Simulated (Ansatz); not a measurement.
## Au(111) / 1 layer Re(0001) / Au(111): resistance against film thickness

Aim: what a thin film of another metal adds to the resistance, first Au(111) / 1 layer Re(0001) / Au(111).

Calculated with Ansatz 0.2.0; Ansatz plane-wave DFT, PBE, PAW files; ballistic transport by layer matching (Landauer), zero bias.

This is a report of a sequence of runs, with most program output left out.

## Step 1: Starting point

The cell holds 9 atoms: 8 Au and 1 Re. Cell: a = 2.884 Å, b = 2.884 Å, c = 20.880 Å, α = 90.0°, β = 90.0°, γ = 120.0°. It derives from Au and Re. Regions: lead, 8 atoms (8 Au); films, 1 atom (1 Re). The structure is stacked along c, and the current runs across the ab planes.

## Step 2: With 1 layer

The film is laid into the lead at the lead's in-plane lattice, and the cell closes on the lead's own image. The mesh across the current, 30×30, is finer than the density's, because channels open and close sharply across the zone. Energies from -1 to 1 eV in steps of 0.036 eV cover the slope of the Fermi function at 300 K, so the program can form a conductance.

Contents of input.yaml:

```yaml
crystal:
  lattice:
    - [2.8837582304, 0.0, 0.0]
    - [-1.4418791152, 2.4974078859, 0.0]
    - [0.0, 0.0, 20.8796928431]
  atoms:
    - { symbol: Au, position: [0.0, 0.0, 0.0563844199] }
    - { symbol: Au, position: [0.3333333333, 0.6666666667, 0.1691532596] }
    - { symbol: Au, position: [0.6666666667, 0.3333333333, 0.2819220993] }
    - { symbol: Au, position: [0.0, 0.0, 0.394690939] }
    - { symbol: Re, position: [0.3333333333, 0.6666666667, 0.5] }
    - { symbol: Au, position: [0.6666666667, 0.3333333333, 0.605309061] }
    - { symbol: Au, position: [0.0, 0.0, 0.7180779007] }
    - { symbol: Au, position: [0.3333333333, 0.6666666667, 0.8308467404] }
    - { symbol: Au, position: [0.6666666667, 0.3333333333, 0.9436155801] }
kpoints:
  mp_grid: { grid: [15, 15, 2] }
hamiltonian:
  xc: pbe
scf:
  occupations: { method: fermi_dirac, width: 0.1 }
output:
  transmission: { leads: [[0, 1]], kmesh: [30, 30], e_range: [-1.0, 1.0], de: 0.036 }
  write_potential: true
  write_density: true
  volumetric_format: npy
  elf: true
```

Started as:

```sh
ansatz run input.yaml --threads 4 --pin off --max-ram 8192MiB --backend cpu --events-out ev --progress --plain --runs-dir out
```

Wall time 88 s (4 threads of Arm Neoverse V1, shared host); peak memory 0.92 GiB; 5.6 min of CPU time.

This step gave:

```
free energy                                                                : -116061.3997 eV
energy at zero smearing                                                    : -116061.3396 eV
Fermi energy                                                               : 21.23 eV
cell area                                                                  : 7.202 Å²
step of the lead's potential                                               : 10.4 meV
ballistic conductance of the lead                                          : 8.55e14 S/m²
estimated errors of the lead's conductance                                 : 0, 4.2, 0.4 % (band edges, k-mesh, distance from neutral)
lead conductance per cell                                                  : 0.7948 G₀
conductance of the junction                                                : 4.64e14 S/m²
junction conductance per cell                                              : 0.4312 G₀
estimated errors of the junction's conductance                             : 0.1, 0, 6.6, 2.2, 0.7 % (energy step, band edges, k-mesh, leads' steps, distance from neutral)
area resistance that the stack adds (contact term taken off, spin by spin) : 0.9863 fΩ m²
```

Per spin. The transmission, zone mean by energy, zero at the Fermi level:

energy (eV), transmission, zone mean and a bar from the least value:
```
   -1.000      0.404 
   -0.964      0.406 
   -0.892      0.434 #####
   -0.856      0.433 #####
   -0.784      0.440 ######
   -0.748      0.443 #######
   -0.712      0.453 #########
   -0.676      0.451 #########
   -0.640      0.447 ########
   -0.568      0.438 ######
   -0.532      0.449 ########
   -0.460      0.438 ######
   -0.424      0.446 ########
   -0.352      0.461 ##########
   -0.316      0.441 #######
   -0.244      0.431 #####
   -0.208      0.419 ###
   -0.136      0.421 ###
   -0.100      0.422 ###
   -0.028      0.429 #####
    0.008      0.433 #####
    0.080      0.432 #####
    0.116      0.439 ######
    0.188      0.443 #######
    0.224      0.447 ########
    0.296      0.457 ##########
    0.332      0.463 ###########
    0.404      0.473 #############
    0.440      0.474 #############
    0.512      0.475 #############
    0.548      0.476 #############
    0.620      0.486 ###############
    0.656      0.488 ###############
    0.728      0.485 ###############
    0.764      0.489 ################
    0.836      0.511 ###################
    0.872      0.522 ######################
    0.944      0.544 ##########################
    0.980      0.568 ##############################
```

Per spin. The open channels, zone mean, lead by energy, zero at the Fermi level:

energy (eV), open channels, zone mean, lead and a bar from the least value:
```
   -1.000      0.657 
   -0.928      0.683 ####
   -0.856      0.697 #####
   -0.784      0.710 #######
   -0.712      0.723 #########
   -0.676      0.723 #########
   -0.604      0.723 #########
   -0.532      0.737 ###########
   -0.460      0.737 ###########
   -0.388      0.763 ###############
   -0.316      0.790 ##################
   -0.244      0.783 #################
   -0.172      0.783 #################
   -0.100      0.783 #################
   -0.028      0.797 ###################
    0.008      0.797 ###################
    0.080      0.783 #################
    0.152      0.803 ####################
    0.224      0.843 #########################
    0.296      0.837 #########################
    0.368      0.837 #########################
    0.440      0.837 #########################
    0.512      0.837 #########################
    0.584      0.837 #########################
    0.656      0.837 #########################
    0.692      0.837 #########################
    0.764      0.850 ##########################
    0.836      0.877 ##############################
    0.908      0.870 #############################
    0.980      0.873 ##############################
```

Transmission over k1 and k2. At 0.0080 eV from the Fermi level.

Ten even steps from '_' (0.00) to '@' (1.00), each cell a mean:
```
**%%@@@@--..@@@@%%%%%%----@@@@%%##++..____________________==
%%@@@@@@**--@@##--::==%%**==##@@@@%%++______________________
====****--==@@%%==__..++%%%%++==****==::____________________
==--++++**%%@@@@**--..::++%%@@%%**++++--==::________________
%%@@%%%%@@@@@@@@##==::..--**%%@@@@@@@@%%%%@@++______________
@@@@++::==**####**++--....--++######**==::++@@%%..__________
**@@**..__::--======--..__..::======--::..__==%%%%..________
----%%**--::....::::::..______..::::......::==##@@..::______
%%====%%%%**==--..____________________..::==**%%@@::--@@::..
**@@##==##@@%%**==::__________________..--++##@@@@--**@@%%**
##%%@@%%--%%@@%%**==::________________..--++##%%@@**--@@@@##
****%%@@**==@@@@##++--..________________..--++**%%@@++++%%@@
%%----@@==--@@@@**==::..__________________..::--++##@@**==**
==____::--..@@%%==--............______..........::--++##%%..
==________..%%%%--__..::--====--::____..--====--::..__..**@@
%%__________--@@%%--..==++******==::....--++******++--..++@@
@@____________..%%@@####%%@@@@%%##++::..::++##%%@@%%%%####@@
**________________==****######@@@@%%++::..--##@@@@@@######++
--____________________::--++++==**@@%%==....++%%@@++--++++::
%%______________________##@@@@%%**==%%%%--..--##@@--++@@@@@@
**--____________________..**%%@@@@%%--++%%####%%@@::==@@@@%%
##**++##::::********::::##**########%%::==%%@@@@%%::--@@####
```
Columns: k1 (b1) from -0.5 to 0.467; rows upwards: k2 (b2) from -0.5 to 0.467.

Open channels over k1 and k2. At 0.0080 eV from the Fermi level.

Values, 12 rows by 16 columns, each cell a mean:
```
1.00 1.00 1.00 1.00 1.00 1.00 1.00 1.00 1.00 1.00 0.13 0.00 0.00 0.00 0.03 0.61
1.00 1.00 1.00 1.00 1.00 1.00 1.00 1.00 1.00 1.00 0.69 0.08 0.00 0.00 0.00 0.00
1.00 1.00 1.00 1.00 1.00 1.00 1.00 1.00 1.00 1.00 1.00 0.89 0.27 0.00 0.00 0.00
1.00 1.00 1.00 1.00 1.00 1.00 1.00 1.00 1.00 1.00 1.00 1.00 0.96 0.48 0.00 0.00
1.00 1.00 1.00 1.00 1.00 1.00 0.99 0.80 0.89 1.00 1.00 1.00 1.00 1.00 0.76 0.60
1.00 1.00 1.00 1.00 1.00 1.00 0.93 0.00 0.09 0.73 1.00 1.00 1.00 1.00 1.00 1.00
1.00 1.00 1.00 1.00 1.00 1.00 1.00 0.79 0.20 0.52 1.00 1.00 1.00 1.00 1.00 1.00
0.63 0.20 0.68 1.00 1.00 1.00 1.00 1.00 1.00 1.00 1.00 1.00 1.00 1.00 1.00 1.00
0.53 0.00 0.00 0.43 0.95 1.00 1.00 1.00 1.00 1.00 1.00 1.00 1.00 1.00 1.00 1.00
0.53 0.00 0.00 0.00 0.23 0.87 1.00 1.00 1.00 1.00 1.00 1.00 1.00 1.00 1.00 1.00
0.63 0.01 0.00 0.00 0.00 0.05 0.76 1.00 1.00 1.00 1.00 1.00 1.00 1.00 1.00 1.00
1.00 0.65 0.40 0.40 0.40 0.40 0.76 1.00 1.00 1.00 1.00 1.00 1.00 1.00 1.00 1.00
```
Columns: k1 (b1) from -0.5 to 0.467; rows upwards: k2 (b2) from -0.5 to 0.467.

Valence density in the ca plane at fractional y = 0.667, with atoms of Au and Re within 0.2 Å of it. It is the smooth field of the valence electrons, not physical close to the nuclei.

Values in e/Å³, 5 rows by 16 columns, each cell a mean:
```
 1  0  0  0  1  1  1  1  0  0  0  1  0  1  1  0
 1  0  1  0  1  0  1  1  0  1  0  1  0  1  0  1
 0  2  8  1  0  0  0  0  2  5  1  0  0  0  0  4
 0  2 10  1  0  0  0  0  2  6  1  0  0  0  0  5
 0  1  3  0  1  0  0  1  1  2  0  1  0  1  0  1
```
Columns run along c (16.0 Å, from fractional 0.06 to 0.83 of the cell), rows up along a (2.9 Å). Atoms in or near the plane, at fractional coordinates: Au at (0.17, 0.33), Re at (0.50, 0.33).

Electrostatic potential energy in the ca plane at fractional y = 0.667, with atoms of Au and Re within 0.2 Å of it. With pseudopotentials it is smooth inside the atoms' cores, unlike the true potential.

Ten even steps from '0' (-32 eV) to '9' (24 eV), each cell a mean:
```
57999999999755799865689998999865689975579999
57899999999755799864689998999864689975579999
78998766899877899977799865689987799987789986
99996211589999999999998510158999999999999852
99984000279999999999997200027999999999999830
99984000279999999999997200027999999999999720
99996201489999999999998500048999999999999851
78998656899877899987899864589987899987789986
```
Columns run along c (16.0 Å, from fractional 0.06 to 0.83 of the cell; values clipped at the 3rd and 97th percentile), rows up along a (2.9 Å). Atoms in or near the plane, at fractional coordinates: Au at (0.17, 0.33), Re at (0.50, 0.33).

ELF in the ca plane at fractional y = 0.667, with atoms of Au and Re within 0.2 Å of it. It is the smooth field of the valence electrons, not physical close to the nuclei.

Ten even steps from '0' (0.12) to '9' (0.72), each cell a mean:
```
53211111111344321235422333332245421234431111
54211111111344321245422333332245421234531111
32112343211233211133322134312233311123321123
11113676421111100112222379832222110011111246
11125798631111000001122696972211000001111268
11125898631111000001122795972211000001111268
11114677521111100011222389842221110011111257
32112344211233211123322135312223211123321124
```
Columns run along c (16.0 Å, from fractional 0.06 to 0.83 of the cell), rows up along a (2.9 Å). Atoms in or near the plane, at fractional coordinates: Au at (0.17, 0.33), Re at (0.50, 0.33).

The lead's potential steps by 10 meV from period to period, small in itself. The program estimates the junction's conductance to 6.6 % from the k-mesh, 0.7 % from the leads' distance from neutral and 2.2 % from their steps.

By hand: 1/G − 1/G_lead = 1/0.4638 − 1/0.8550 = 0.986 fΩ m² with G in 10¹⁵ S/m².

## Step 3: With 3 layers, k-mesh 15×15×1, film layers 3

The stack now holds 3 film layers; the k-mesh follows the cell, and the energies span -0.27 to 0.27 eV.

System of this step: Au(111) / 3 layers Re(0001) / Au(111). The cell holds 11 atoms: 8 Au and 3 Re. Its edges and angles: a = 2.884 Å, b = 2.884 Å, c = 24.966 Å, α = 90.0°, β = 90.0°, γ = 120.0°. It derives from Au and Re. Regions: lead, 8 atoms (8 Au); films, 3 atoms (3 Re). The structure is stacked along c, and the current runs across the ab planes.

Contents of input.yaml:

```yaml
crystal:
  lattice:
    - [2.8837582304, 0.0, 0.0]
    - [-1.4418791152, 2.4974078859, 0.0]
    - [0.0, 0.0, 24.9658187643]
  atoms:
    - { symbol: Au, position: [0.0, 0.0, 0.0471560488] }
    - { symbol: Au, position: [0.3333333333, 0.6666666667, 0.1414681464] }
    - { symbol: Au, position: [0.6666666667, 0.3333333333, 0.2357802439] }
    - { symbol: Au, position: [0.0, 0.0, 0.3300923415] }
    - { symbol: Re, position: [0.3333333333, 0.6666666667, 0.4181655935] }
    - { symbol: Re, position: [0.6666666667, 0.3333333333, 0.5] }
    - { symbol: Re, position: [0.3333333333, 0.6666666667, 0.5818344065] }
    - { symbol: Au, position: [0.6666666667, 0.3333333333, 0.6699076585] }
    - { symbol: Au, position: [0.0, 0.0, 0.7642197561] }
    - { symbol: Au, position: [0.3333333333, 0.6666666667, 0.8585318536] }
    - { symbol: Au, position: [0.6666666667, 0.3333333333, 0.9528439512] }
kpoints:
  mp_grid: { grid: [15, 15, 1] }
hamiltonian:
  xc: pbe
scf:
  occupations: { method: fermi_dirac, width: 0.1 }
output:
  transmission:
    leads: [[0, 1]]
    kmesh: [30, 30]
    e_range: [-0.27, 0.27]
    de: 0.036
  write_potential: true
  write_density: true
  volumetric_format: npy
```

The job ended after 52 s (4 threads; peak memory 0.94 GiB; 3.2 min of CPU time).

Numbers from this step:

```
free energy                                                                : -137797.4682 eV
energy at zero smearing                                                    : -137797.3744 eV
Fermi energy                                                               : 21.69 eV
step of the lead's potential                                               : 5.9 meV
ballistic conductance of the lead                                          : 8.54e14 S/m²
estimated errors of the lead's conductance                                 : 0, 4.1, 0.2 % (band edges, k-mesh, distance from neutral)
lead conductance per cell                                                  : 0.7938 G₀
conductance of the junction                                                : 3.33e14 S/m²
junction conductance per cell                                              : 0.3099 G₀
estimated errors of the junction's conductance                             : 0.1, 0, 9.9, 4.7, 0.8 % (energy step, band edges, k-mesh, leads' steps, distance from neutral)
area resistance that the stack adds (contact term taken off, spin by spin) : 1.828 fΩ m²
```

Per spin. Table of transmission, zone mean by energy, zero at the Fermi level:

| energy (eV) | transmission, zone mean |
| --- | --- |
| -0.270 | 0.247 |
| -0.234 | 0.243 |
| -0.198 | 0.278 |
| -0.162 | 0.301 |
| -0.126 | 0.298 |
| -0.090 | 0.302 |
| -0.054 | 0.301 |
| -0.018 | 0.307 |
| 0.018 | 0.313 |
| 0.054 | 0.315 |
| 0.090 | 0.330 |
| 0.126 | 0.327 |
| 0.162 | 0.321 |
| 0.198 | 0.345 |
| 0.234 | 0.340 |
| 0.270 | 0.294 |

The conductance of the junction is 3.3e14 S/m², 28 % under the 4.6e14 S/m² of the last finished run.

## Step 4: With 5 layers, k-mesh 15×15×1, film layers 5

The stack now holds 5 film layers; the k-mesh follows the cell, and the energies span -0.27 to 0.27 eV.

System of this step: Au(111) / 5 layers Re(0001) / Au(111). The cell holds 13 atoms: 8 Au and 5 Re. Its edges and angles: a = 2.884 Å, b = 2.884 Å, c = 29.052 Å, α = 90.0°, β = 90.0°, γ = 120.0°. It derives from Au and Re. Regions: lead, 8 atoms (8 Au); films, 5 atoms (5 Re). The structure is stacked along c, and the current runs across the ab planes.

input.yaml, the sections that differ from step 3:

```yaml
crystal:
  lattice:
    - [2.8837582304, 0.0, 0.0]
    - [-1.4418791152, 2.4974078859, 0.0]
    - [0.0, 0.0, 29.0519446854]
  atoms:
    - { symbol: Au, position: [0.0, 0.0, 0.0405235994] }
    - { symbol: Au, position: [0.3333333333, 0.6666666667, 0.1215707981] }
    - { symbol: Au, position: [0.6666666667, 0.3333333333, 0.2026179969] }
    - { symbol: Au, position: [0.0, 0.0, 0.2836651957] }
    - { symbol: Re, position: [0.3333333333, 0.6666666667, 0.359351036] }
    - { symbol: Re, position: [0.6666666667, 0.3333333333, 0.429675518] }
    - { symbol: Re, position: [0.3333333333, 0.6666666667, 0.5] }
    - { symbol: Re, position: [0.6666666667, 0.3333333333, 0.570324482] }
    - { symbol: Re, position: [0.3333333333, 0.6666666667, 0.640648964] }
    - { symbol: Au, position: [0.6666666667, 0.3333333333, 0.7163348043] }
    - { symbol: Au, position: [0.0, 0.0, 0.7973820031] }
    - { symbol: Au, position: [0.3333333333, 0.6666666667, 0.8784292019] }
    - { symbol: Au, position: [0.6666666667, 0.3333333333, 0.9594764006] }
# kpoints, hamiltonian, scf, output: as in step 3
```

The job ended after 65 s (4 threads; peak memory 1.2 GiB).

Numbers from this step:

- free energy: -159533.2575 eV
- energy at zero smearing: -159533.1176 eV
- Fermi energy: 22.02 eV
- step of the lead's potential: 6.2 meV
- estimated errors of the lead's conductance: 0, 4.1, 0.3 % (band edges, k-mesh, distance from neutral)
- lead conductance per cell: 0.7941 G₀
- conductance of the junction: 2.96e14 S/m²
- junction conductance per cell: 0.2748 G₀
- estimated errors of the junction's conductance: 0.2, 0, 10.3, 8.1, 1.3 % (energy step, band edges, k-mesh, leads' steps, distance from neutral)
- area resistance that the stack adds (contact term taken off, spin by spin): 2.212 fΩ m²

Per spin. Transmission, zone mean against energy, zero at the Fermi level:

| energy (eV) | transmission, zone mean |
| --- | --- |
| -0.270 | 0.224 |
| -0.234 | 0.237 |
| -0.198 | 0.254 |
| -0.162 | 0.274 |
| -0.126 | 0.249 |
| -0.090 | 0.252 |
| -0.054 | 0.271 |
| -0.018 | 0.272 |
| 0.018 | 0.278 |
| 0.054 | 0.285 |
| 0.090 | 0.271 |
| 0.126 | 0.273 |
| 0.162 | 0.274 |
| 0.198 | 0.267 |
| 0.234 | 0.271 |
| 0.270 | 0.262 |

The conductance of the junction is 3.0e14 S/m², 11 % under the 3.3e14 S/m² of the last finished run, no more than the error estimates, leads' steps apart, of 9.9 and 10 % together.

## Step 5: With 7 layers, k-mesh 15×15×1, film layers 7

The stack now holds 7 film layers; the k-mesh follows the cell, and the energies span -0.27 to 0.27 eV.

System of this step: Au(111) / 7 layers Re(0001) / Au(111). The cell holds 15 atoms: 8 Au and 7 Re. Cell: a = 2.884 Å, b = 2.884 Å, c = 33.138 Å, α = 90.0°, β = 90.0°, γ = 120.0°. It derives from Au and Re. Regions: lead, 8 atoms (8 Au); films, 7 atoms (7 Re). The structure is stacked along c, and the current runs across the ab planes.

Contents of input.yaml:

```yaml
crystal:
  lattice:
    - [2.8837582304, 0.0, 0.0]
    - [-1.4418791152, 2.4974078859, 0.0]
    - [0.0, 0.0, 33.1380706065]
  atoms:
    - { symbol: Au, position: [0.0, 0.0, 0.0355267928] }
    - { symbol: Au, position: [0.3333333333, 0.6666666667, 0.1065803783] }
    - { symbol: Au, position: [0.6666666667, 0.3333333333, 0.1776339639] }
    - { symbol: Au, position: [0.0, 0.0, 0.2486875495] }
    - { symbol: Re, position: [0.3333333333, 0.6666666667, 0.3150408648] }
    - { symbol: Re, position: [0.6666666667, 0.3333333333, 0.3766939099] }
    - { symbol: Re, position: [0.3333333333, 0.6666666667, 0.4383469549] }
    - { symbol: Re, position: [0.6666666667, 0.3333333333, 0.5] }
    - { symbol: Re, position: [0.3333333333, 0.6666666667, 0.5616530451] }
    - { symbol: Re, position: [0.6666666667, 0.3333333333, 0.6233060901] }
    - { symbol: Re, position: [0.3333333333, 0.6666666667, 0.6849591352] }
    - { symbol: Au, position: [0.6666666667, 0.3333333333, 0.7513124505] }
    - { symbol: Au, position: [0.0, 0.0, 0.8223660361] }
    - { symbol: Au, position: [0.3333333333, 0.6666666667, 0.8934196217] }
    - { symbol: Au, position: [0.6666666667, 0.3333333333, 0.9644732072] }
kpoints:
  mp_grid: { grid: [15, 15, 1] }
hamiltonian:
  xc: pbe
scf:
  occupations: { method: fermi_dirac, width: 0.1 }
output:
  transmission:
    leads: [[0, 1]]
    kmesh: [30, 30]
    e_range: [-0.27, 0.27]
    de: 0.036
  write_potential: true
  write_density: true
  volumetric_format: npy
```

Run time: 87 s. Hardware: 4 threads; peak memory 1.4 GiB.

This step gave:

```
free energy                                                                : -181269.0464 eV
energy at zero smearing                                                    : -181268.8787 eV
Fermi energy                                                               : 22.28 eV
step of the lead's potential                                               : 4.9 meV
ballistic conductance of the lead                                          : 8.55e14 S/m²
lead conductance per cell                                                  : 0.7943 G₀
conductance of the junction                                                : 2.38e14 S/m²
junction conductance per cell                                              : 0.2212 G₀
estimated errors of the junction's conductance                             : 0.3, 0, 13.2, 6.5, 0.8 % (energy step, band edges, k-mesh, leads' steps, distance from neutral)
area resistance that the stack adds (contact term taken off, spin by spin) : 3.031 fΩ m²
```

Per spin. Table of transmission, zone mean by energy, zero at the Fermi level:

| energy (eV) | transmission, zone mean |
| --- | --- |
| -0.270 | 0.218 |
| -0.234 | 0.270 |
| -0.198 | 0.312 |
| -0.162 | 0.271 |
| -0.126 | 0.239 |
| -0.090 | 0.232 |
| -0.054 | 0.213 |
| -0.018 | 0.229 |
| 0.018 | 0.214 |
| 0.054 | 0.218 |
| 0.090 | 0.225 |
| 0.126 | 0.214 |
| 0.162 | 0.221 |
| 0.198 | 0.233 |
| 0.234 | 0.220 |
| 0.270 | 0.227 |

The conductance of the junction is 2.4e14 S/m², 19 % under the 3.0e14 S/m² of the last finished run, no more than the error estimates, leads' steps apart, of 10 and 13 % together.

(Continued in part 2 of 2.)

[Logs are printed without paths, hosts, clocks, repeated set-up lines and the standing remarks that a program may print on its own settings, such as how far it seeks lower states.]

[Hosts, paths, dates, database ids (printed as entryN), source tags and the programs' standing remarks are cut or masked in the printed files.]
